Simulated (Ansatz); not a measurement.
**NbN: single point, PBE, ferromagnetic start (computed with Ansatz 0.2.0, plane waves, PAW)**

```yaml
crystal:
  lattice:
    - [0.00000, 2.19450, 2.19450]
    - [2.19450, 0.00000, 2.19450]
    - [2.19450, 2.19450, 0.00000]
  atoms:
    - { symbol: Nb, position: [0.50000, 0.50000, 0.50000] }
    - { symbol: N, position: [0.00000, 0.00000, 0.00000] }
```

Run with:

```bash
ansatz run input.yaml --threads 4 --pin off --max-ram 8192MiB --backend cpu --events-out ev --progress --plain --runs-dir out
```

Input file:

```yaml
crystal:
  lattice:
    - [0.0, 2.1945007279, 2.1945007279]
    - [2.1945007279, 0.0, 2.1945007279]
    - [2.1945007279, 2.1945007279, 0.0]
  atoms:
    - { symbol: Nb, position: [0.5, 0.5, 0.5], spin: 2.0 }
    - { symbol: "N", position: [0.0, 0.0, 0.0] }
basis:
  ecutwfc: 420
  ecutrho_ratio: 4
kpoints:
  mp_grid: { grid: [10, 10, 10] }
hamiltonian:
  xc: pbe
scf:
  occupations: { method: gaussian, width: 0.05 }
output:
  forces: true
  stress: true
  eigenvalues: true
  populations: true
magnetization:
  spin_polarized: true
```

Output (shortened):

```
Engine: ansatz 0.2.0, aarch64-unknown-linux-gnu
Crystal: 2 atoms, lattice volume = 21.137 Å³
Basis set: ecut = 420 eV, 411 PW (Γ), exchange–correlation on 48×48×48 points (8 copies of the dense FFT grid, shifted against one another)
Symmetry: 48 space group operations
Space group: Fm-3m (ITA 225), of the structure as read, at distance tolerance 2.8e-5 Å
Magnetic group: BNS 225.116 (UNI 1618), of the structure as read, at distance tolerance 2.8e-5 Å
k-points: 47 of 1000
Starting moments: Σ|m| = 2 μB on 1 of 2 sites
Initial wavefunctions: pseudopotential atomic-orbital guess
Functional: x = pbe(κ = 0.804, μ = 0.2195149727645171), c = pbe(β = 0.06672455060314922)
[…]
SCF iter  11: F=-4938.203474 eV  HF=-4938.203474 eV  |F-HF|=6.37e-12  |Δ(HF+E_count)|=  8.64e-11  Δρ=1.67e-7 (↑1.67e-7 ↓1.65e-7)  dr2=1.12e-11  dr2_m=2.85e-12  M=0.000 μB ∫|m|=0.000 μB  ethr=3.37e-12  ⟨swp⟩=4.8  Hψ=4601  notcnv=0
SCF 1 converged in 11 iterations: F = -4938.203474 eV  dr2 = 1.12e-11
  greatest PAW one-centre occupation: 0.998 electrons in one spin orbital (limit 2), on the Nb atom at site 0 (counted from 0), in its partial waves of l = 0
SCF converged after 11 iterations
Magnetization: 0.0000 μB (9.0000 up, 9.0000 down)
Absolute magnetization: 0.0000 μB (∫|ρ↑−ρ↓|, with the PAW one-centre terms)
Spin contamination: 0.0000 ħ² per cell (⟨S²⟩ above its minimum at these occupations)
Per-site moments (μB) at R_I (Å): [(2.9805465285624094e-6, 0.9052315502587499), (5.624253714857551e-7, 0.9052315502587499)]
Free energy (F): -4938.203474 eV
Harris-Foulkes:  -4938.203474 eV  (|F-HF|=6.37e-12)
Internal energy: -4938.200628 eV  (E = F + TS)
E sigma→0 (E₀):  -4938.202051 eV
Entropy (-TS):   -0.002847 eV (-1.423 meV/atom)
Fermi energy:    20.688056 eV
--- Forces (eV/Å), atoms counted from 1 ---
  atom   1  Nb     0.00000000    -0.00000000    -0.00000000
  atom   2  N     -0.00000000     0.00000000    -0.00000000
--- Stress (GPa, compression-positive) ---
        7.098665      -0.000000      -0.000000
       -0.000000       7.098665      -0.000000
        0.000000       0.000000       7.098665
  P = ⅓ Tr σ = 7.0987 GPa (70.987 kbar)
--- Löwdin populations: 2 sites ---
  site symbol       q [e]    m [muB]
     0     Nb     12.3082     0.0000
     1      N      5.6259     0.0000
  spilling = 0.003659 (of n_electrons = 18.000000)
```

In short: gap on the mesh zero (metallic on this mesh); pressure 7.1 GPa.

Time: 1.2 s on 4 threads of Arm Neoverse V1, on a shared host, peak memory 0.3 GiB.

Caveats: starting moments were lost.
